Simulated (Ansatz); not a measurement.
The parent structure is ZnTe in the zinc blende structure (space group F-43m, No. 216; a = 6.0657 Å).

The values are results of PBEsol (Ansatz, a first-principles code, PAW, without spin-orbit coupling), not measurements.

Carriers are added at fixed cell with a uniform background; the Fermi–Dirac width is that of 300 K.

One change was made to it. Results:

```tsv
quantity	base	after
Fermi level relative to the doped band's edge (positive inside the band; to 0.05 eV)	–	+0.70 eV
gap between the host's bands	1.24 eV	1.36 eV
gap character	direct at Γ	direct at Γ
```

Problem. Name the change that was made.
A. holes 7.0×10^20 cm⁻³
B. holes 2.0×10^21 cm⁻³
C. holes 7.0×10^21 cm⁻³
D. electrons 2.0×10^21 cm⁻³
E. electrons 7.0×10^21 cm⁻³

Solution. C, holes 7.0×10^21 cm⁻³. For comparison, the Fermi level from band edge in the other runs: electrons 7.0×10^21 cm⁻³ gives +1.25 eV; electrons 2.0×10^21 cm⁻³ gives +0.95 eV; holes 7.0×10^20 cm⁻³ gives +0.20 eV; holes 2.0×10^21 cm⁻³ gives +0.35 eV.

Carriers are added with a uniform compensating background; total energy and stress of such cells depend on the potential's zero and are not compared; many-body gap narrowing is missing at this level. With Te present, leaving out spin-orbit coupling can change the band edges. Whether these cells are dynamically stable was not tested.
